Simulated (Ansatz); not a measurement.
# Mo (Im-3m) in Ansatz: further runs

One crystal, Mo, is run at these levels: PBE; tasks: relaxation of cell and atoms.

All numbers are computed with Ansatz 0.2.0; they aren't measurements. Logs are shortened: lines on timing, memory, paths and dates and some standing lists are left out, and cuts for length are marked.

## (1) The crystal as given

The structure is cubic, space group Im-3m (No. 229). The conventional cell has a = 3.168 Å, b = 3.168 Å, c = 3.168 Å, α = 90.00°, β = 90.00°, γ = 90.00°. Around Mo (site symmetry m-3m) lie 8 Mo at 2.74 Å.

## (2) Relaxation of cell and atoms, PBE, target pressure 20 GPa, at which the enthalpy is minimised

The input, input.yaml:

```yaml
crystal:
  lattice:
    - [-1.5838089719, 1.5838089719, 1.5838089719]
    - [1.5838089719, -1.5838089719, 1.5838089719]
    - [1.5838089719, 1.5838089719, -1.5838089719]
  atoms:
    - { symbol: Mo, position: [0.0, 0.0, 0.0] }
hamiltonian:
  xc: pbe
  pseudopotentials: { kind: paw }
kpoints:
  mp_grid: { grid: [12, 12, 12] }
scf:
  occupations: { method: fermi_dirac, width: 0.05 }
output:
  forces: true
  stress: true
  eigenvalues: true
relax:
  f_tol: 0.01
  max_steps: 40
  cell: { stress_tol: 0.05, p_target: 20.0 }
```

Potentials or basis: Ansatz PAW.

On the command line:

```console
$ ansatz run input.yaml --threads 2 --pin off --max-ram 5632MiB --backend cpu --events-out ev --progress --plain --runs-dir out
```

Log:

```text
Warning: RAYON_NUM_THREADS=2 ignored (pool sized by the plan → 2); use --threads N
Engine: ansatz 0.2.0, aarch64-unknown-linux-gnu
Pseudopotentials: kind: paw
Pseudopotential: Mo, paw, valence charge 14, recommended cutoff 420 eV (normal), Mo.paw.azcp
Functional definition: PBE
  parameter kappa = 0.804
  parameter beta = 0.06672455060314922
  exchange = pbe_x(kappa = kappa, mu = beta*pi^2/3)
  correlation = pbe_c(beta = beta)
Crystal: 1 atoms, lattice volume = 15.892 Å³
Basis set: ecut = 420 eV, 321 PW (Γ), exchange–correlation on 40×40×40 points (8 copies of the dense FFT grid, shifted against one another)
Bands: 11, of which v1, the nominal top of the filled ones, is band 7 counted from 1 (6 counted from 0)
Symmetry: 48 space group operations
Space group: Im-3m (ITA 229), of the structure as read, at distance tolerance 2.5e-5 Å
k-points: 72 of 1728
Non-local potential: Mo, projectors of the file, l = 0: 3, l = 1: 2, l = 2: 2, l = 3: 1
PAW form: soft (Blöchl's): semilocal exchange-correlation on the pseudo side does not see the compensation charge
PAW one-centre angular grid: Mo, 590 points (default); XC on 64 Gauss nodes
Initial density: superposition of atomic densities (neutral atoms: chi_scale 0, normalization atom), corrected by the library's trained network
Initial wavefunctions: pseudopotential atomic-orbital guess
Functional: x = pbe(κ = 0.804, μ = 0.2195149727645171), c = pbe(β = 0.06672455060314922)
SCF iter   1: F=—  HF=-4956.037189 eV  |F-HF|=—  |Δ(HF+E_count)|=         —  Δρ=1.95e-3  dr2=3.61e-4  ethr=1.77e-3  ⟨swp⟩=5.1  Hψ=4640  notcnv=0
preconditioner: auto → none  [metal: Δε(μ)=0.069 eV  Ē_g=8.198 eV  σ=0.050 eV  W_gap=0.32  n_scr=0 (ndim 8)  ℏωp=22.8 eV  f_vac=0.000  D(μ)=0.32/eV (n_scr^D=0)]
SCF iter   2: F=—  HF=-4956.037214 eV  |F-HF|=—  |Δ(HF+E_count)|=   2.55e-5  Δρ=1.00e-3  dr2=5.86e-5  ethr=2.58e-6  ⟨swp⟩=2.6  Hψ=1900  notcnv=0
SCF iter   3: F=—  HF=-4956.037235 eV  |F-HF|=—  |Δ(HF+E_count)|=   2.06e-5  Δρ=2.46e-4  dr2=5.61e-6  ethr=4.19e-7  ⟨swp⟩=2.3  Hψ=1289  notcnv=0
SCF iter   4: F=—  HF=-4956.037237 eV  |F-HF|=—  |Δ(HF+E_count)|=   1.55e-6  Δρ=4.75e-5  dr2=1.25e-7  ethr=4.01e-8  ⟨swp⟩=2.2  Hψ=975  notcnv=0
iter 5 did not close the SCF: its close was put off for the readings that it lacked (scf_convergence_deferred on its scf_iter line)
SCF iter   5: F=-4956.037237 eV  HF=-4956.037237 eV  |F-HF|=1.42e-8  |Δ(HF+E_count)|=   1.58e-8  Δρ=1.77e-5  dr2=1.99e-8  ethr=8.90e-10  ⟨swp⟩=2.0  Hψ=1294  notcnv=0
SCF iter   6: F=-4956.037237 eV  HF=-4956.037237 eV  |F-HF|=1.54e-9  |Δ(HF+E_count)|=   6.37e-9  Δρ=6.37e-6  dr2=2.20e-9  ethr=1.42e-10  ⟨swp⟩=2.1  Hψ=2649  notcnv=0
SCF 1 converged in 6 iterations: F = -4956.037237 eV  dr2 = 2.20e-9
relax step   1: F+E_penalty+E_count = -4956.03723658 eV  Δ(F+E_penalty+E_count) = +0.000e0 eV  max|allowed force component| = 0.000e0 eV/Å  Δτ_max = 0.0000 Å  P = -1.853 GPa  Ω = 15.892 Å³  (6 SCF iters, dr2 threshold 1.00e-7 eV, accepted)
[... 41 lines left out ...]
Initial wavefunctions: pseudopotential atomic-orbital guess (no wavefunctions were taken with the density)
iter 1 solved again at ethr=1.07e-8 eV; its pass at ethr=3.10e-3 eV (dr2=1.50e-6 eV) is discarded
SCF iter   1: F=—  HF=-4955.978333 eV  |F-HF|=—  |Δ(HF+E_count)|=         —  Δρ=1.96e-4  dr2=7.46e-7  ethr=1.07e-8  ⟨swp⟩=3.1  Hψ=7059  notcnv=0
SCF iter   2: F=—  HF=-4955.978330 eV  |F-HF|=—  |Δ(HF+E_count)|=   3.29e-6  Δρ=9.61e-5  dr2=1.67e-7  ethr=5.33e-9  ⟨swp⟩=1.9  Hψ=1071  notcnv=0
SCF iter   3: F=—  HF=-4955.978330 eV  |F-HF|=—  |Δ(HF+E_count)|=   1.78e-7  Δρ=7.72e-6  dr2=5.11e-9  ethr=1.19e-9  ⟨swp⟩=2.5  Hψ=1320  notcnv=0
SCF iter   4: F=—  HF=-4955.978330 eV  |F-HF|=—  |Δ(HF+E_count)|=  9.09e-13  Δρ=2.26e-6  dr2=2.26e-10  ethr=3.65e-11  ⟨swp⟩=2.1  Hψ=1199  notcnv=0
SCF iter   5: F=-4955.978330 eV  HF=-4955.978330 eV  |F-HF|=0.00e0  |Δ(HF+E_count)|=  4.91e-11  Δρ=2.31e-7  dr2=2.17e-12  ethr=1.00e-12  ⟨swp⟩=3.7  Hψ=3354  notcnv=0
SCF 6 converged in 5 iterations: F = -4955.978330 eV  dr2 = 2.17e-12
relax step   6: F+E_penalty+E_count = -4955.97833006 eV  Δ(F+E_penalty+E_count) = +3.881e-4 eV  max|allowed force component| = 0.000e0 eV/Å  Δτ_max = 0.0000 Å  P = +20.007 GPa  Ω = 14.767 Å³  stress off target by 7.31e-3 GPa  SCF on the basis re-selected at this cell (its energy is not comparable with the rows above)  (5 SCF iters)
basis re-selected at this cell: Δ(F+E_penalty+E_count) = +3.881e-4 eV, ΔP = +0.013 GPa vs the last step (what re-selecting the basis moved, of the pressure what is left beyond the Pulay correction that the steps carried, after the strain that the cell walked since its last selection, with what the two solves' SCF thresholds leave and, on support functions, any second-order correction that the steps lacked; it is no measure of the basis error at this ecutwfc). The dense FFT grid was sized anew with the basis: this SCF ran on 18×18×18 points, the steps before it on 20×20×20, so part of this shift can come from that change (see relax.cell in the input reference). This SCF's stress stands 7.31e-3 GPa from its target on what of the cell is left free (relax.cell.stress_tol is 5.00e-2 GPa) and its largest allowed force component is 0.00e0 eV/Å (relax.f_tol is 1.00e-2 eV/Å): within both
SCF converged after 5 iterations
Free energy (F): -4955.978330 eV
Harris-Foulkes:  -4955.978330 eV  (|F-HF|=0.00e0)
Internal energy: -4955.976308 eV  (E = F + TS)
E sigma→0 (E₀):  -4955.977319 eV
Entropy (-TS):   -0.002022 eV (-2.022 meV/atom)
Fermi energy:    22.482518 eV
--- Per-component energies (eV) ---
  E_band       = -35.735327
  E_kinetic    = 443.742178
  E_local      = -742.727017  (includes V_loc(G=0)·N_el)
  E_nonlocal   = 142.997627
  E_hartree    = 247.488950
  E_xc         = -184.531571
  E_vxc        = -230.422464  (∫ρ·V_xc dr)
  E_paw        = -3201.513837  (= ΣΔE_a)
  E_vpaw       = -144.303609  (= ΣTr[D̂ρ^β])
  E_aug_tail   = 0.000044  (compensation charges beyond the density's cutoff)
  E_ewald      = -1661.432682
  E_smearing   = -0.002022  (= −TS)
  E_closure    = 0.000000  (closes the sum)
  Σ components = -4955.978330   (vs F -4955.978330, Δ=0.00e0)
--- Forces (eV/Å), atoms counted from 1 ---
  atom   1  Mo     0.00000000    -0.00000000     0.00000000
  max |Σ_I F_I| component: 2.31e-32 eV/Å
--- Stress (GPa, compression-positive) ---
       20.007311       0.000000       0.000000
       -0.000000      20.007311       0.000000
       -0.000000       0.000000      20.007311
  P = ⅓ Tr σ = 20.0073 GPa (200.073 kbar)
--- Band table (eV; the first three rows and the last of 72) ---
  k-point 0: bands = ["-38.7641", "-11.8796", "-11.8796", "-11.8796", "15.1341", "21.0580", "21.0580", "21.0580", "24.2971", "24.2971", "37.2996"]
  k-point 1: bands = ["-38.7424", "-12.0003", "-11.9164", "-11.8807", "15.4578", "20.8720", "21.0228", "21.3687", "24.0318", "24.3020", "37.5425"]
  k-point 2: bands = ["-38.6827", "-12.3228", "-12.0157", "-11.8836", "16.2979", "20.4015", "20.8668", "22.2713", "23.6705", "24.3437", "37.9270"]
  k-point 71: bands = ["-38.2012", "-13.0216", "-13.0216", "-13.0216", "16.6480", "16.6480", "26.8462", "26.8462", "26.8462", "32.0455", "32.0455"]
--- Relaxed structure (5 steps of the walk, 4 accepted, 1 SCFs on fresh bases) ---
  F+E_penalty+E_count = -4955.97833006 eV   max|allowed force component| = 0.000e0 eV/Å   (the final SCF, on the basis selected at the relaxed cell)
  cell:  # Å, volume = 14.7668 Å³
    - [-1.5455214835049988, 1.5455214835049988, 1.5455214835049988]
    - [1.5455214835049988, -1.5455214835049988, 1.5455214835049988]
    - [1.5455214835049988, 1.5455214835049988, -1.5455214835049988]
  atoms:
    - { symbol: Mo, position: [0.0, 0.0, 0.0] }
```

It took 2.4 s on 2 threads of Arm Neoverse V2, shared host; peak memory 0.27 GiB.

Results:

* Free energy: -4955.9783 eV
* Relaxed volume: 14.77 Å³/atom
* Relaxed cell: a = 2.677 Å, b = 2.677 Å, c = 2.677 Å, α = 109.47°, β = 109.47°, γ = 109.47°
* Space group after relaxing (to 0.05 Å): Im-3m (No. 229)
* Energy change on relaxing (the enthalpy is what falls): +58.9 meV/atom
* Ionic steps: 5
* Pressure after relaxing: 20.0 GPa
* Band gap on the k mesh: none (metal or under the smearing width)

Step by step:
| step | energy change (eV) | largest force (eV/Å) | volume (Å³) |
| --- | --- | --- | --- |
| 1 | 0.0000 | 0.0000 | 15.89 |
| 2 | 0.0445 | 0.0000 | 14.89 |
| 3 | 0.0603 | 0.0000 | 14.75 |
| 4 | 0.0585 | 0.0000 | 14.77 |
| 5 | 0.0589 | 0.0000 | 14.77 |

Final structure:
```
Mo
1.0
    -1.54552    1.54552    1.54552
     1.54552   -1.54552    1.54552
     1.54552    1.54552   -1.54552
Mo
1
Cartesian
  0.0000 0.0000 0.0000
```

Caveat: the plane-wave basis is chosen anew once the cell has moved, so the energies of steps on either side of that aren't comparable.

## (3) Relaxation of cell and atoms, PBE, target pressure 30 GPa, at which the enthalpy is minimised

input.yaml, as its differences from that of step 2:

```diff
@@ -21,2 +21,2 @@
   max_steps: 40
-  cell: { stress_tol: 0.05, p_target: 20.0 }
+  cell: { stress_tol: 0.05, p_target: 30.0 }
```

Potentials or basis: Ansatz PAW.

On the command line:

```console
$ ansatz run input.yaml --threads 2 --pin off --max-ram 5632MiB --backend cpu --events-out ev --progress --plain --runs-dir out
```

Wall time 2.1 s (2 threads of Arm Neoverse V2, shared host); peak memory 0.27 GiB.

Results (log left out):

```
Free energy                                            : -4955.9160 eV
Relaxed volume                                         : 14.37 Å³/atom
Relaxed cell                                           : a = 2.652 Å, b = 2.652 Å, c = 2.652 Å, α = 109.47°, β = 109.47°, γ = 109.47°
Space group after relaxing (to 0.05 Å)                 : Im-3m (No. 229)
Energy change on relaxing (the enthalpy is what falls) : +121.2 meV/atom
Ionic steps                                            : 5
Pressure after relaxing                                : 30.0 GPa
Band gap on the k mesh                                 : none (metal or under the smearing width)
```

Step by step:
```tsv
step	energy change (eV)	largest force (eV/Å)	volume (Å³)
1	0.0000	0.0000	15.89
2	0.2915	0.0000	13.68
3	0.1023	0.0000	14.47
4	0.1207	0.0000	14.37
5	0.1212	0.0000	14.37
```

Final structure:
```cif
data_structure
_symmetry_space_group_name_H-M 'P 1'
_symmetry_Int_Tables_number 1
_cell_length_a 2.6525
_cell_length_b 2.6525
_cell_length_c 2.6525
_cell_angle_alpha 109.471
_cell_angle_beta 109.471
_cell_angle_gamma 109.471
_cell_volume 14.37
loop_
_atom_site_label
_atom_site_type_symbol
_atom_site_fract_x
_atom_site_fract_y
_atom_site_fract_z
_atom_site_occupancy
Mo1 Mo 0.00000 0.00000 0.00000 1
```

Levels at points of the mesh, in eV from the Fermi level:
```csv
k point,band 3,band 4,band 5,band 6,band 7,band 8,band 9,band 10,band 11
"(0.00, 0.00, 0.00)",-34.30,-34.30,-7.43,-1.49,-1.49,-1.49,1.86,1.86,14.84
"(0.00, 0.00, -0.50)",-34.87,-34.32,-5.79,-3.77,1.95,2.04,2.65,5.41,12.11
"(-0.50, -0.50, -0.50)",-35.54,-35.54,-6.07,-6.07,4.53,4.53,4.53,9.79,9.79
```

Caveat: the plane-wave basis is chosen anew once the cell has moved, so the energies of steps on either side of that aren't comparable.
